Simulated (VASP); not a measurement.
Write the native input for VASP 6.6.1 that does the following.

- Task: single point
- Functional: PBE
- Potentials or basis: VASP PAW PBE potentials, release 64 (Rb_sv, Br)
- Cutoff: 520 eV
- k mesh: 7 × 7 × 7
- Occupations: gaussian, width 0.025 eV
- Spin: no spin polarisation
- Further INCAR settings: ALGO = Normal; EDIFF = 1e-06

The structure of RbBr lies in POSCAR:

```
RbBr
1.0
    0.0000000000      3.4270000000      3.4270000000
    3.4270000000      0.0000000000      3.4270000000
    3.4270000000      3.4270000000      0.0000000000
Rb Br
1 1
Direct
    0.0000000000      0.0000000000      0.0000000000
    0.5000000000      0.5000000000      0.5000000000
```

These files were run (other wordings do the same):

INCAR

```
SYSTEM = RbBr
  PREC = Accurate
  ENCUT = 520
  EDIFF = 1E-6
  ISMEAR = 0
  SIGMA = 0.025
  LREAL = .FALSE.
  LASPH = .TRUE.
  NELM = 80
  ALGO = Normal
  ISIF = 2
  LWAVE = .FALSE.
  LCHARG = .FALSE.
  GGA = PE
```

KPOINTS

```
regular mesh
0
G
  7 7 7
  0 0 0
```

Potentials or basis: VASP PAW PBE potentials, release 64 (Rb_sv, Br).

Launch:

```bash
$ cat potpaw_PBE.64/Rb_sv/POTCAR potpaw_PBE.64/Br/POTCAR > POTCAR
$ mpirun -np 1 vasp_std > vasp.out
```

It gave:

```
Pressure               : 1.0 GPa
Band gap on the k mesh : 4.36 eV, direct
```

Caveat: an odd mesh through Γ misses points on the zone boundary, where band edges often lie.

Run time: 7.9 s on 1 thread of Intel(R) Xeon(R) 6975P-C (Granite Rapids), with other jobs on the host, peak memory 0.21 GiB.
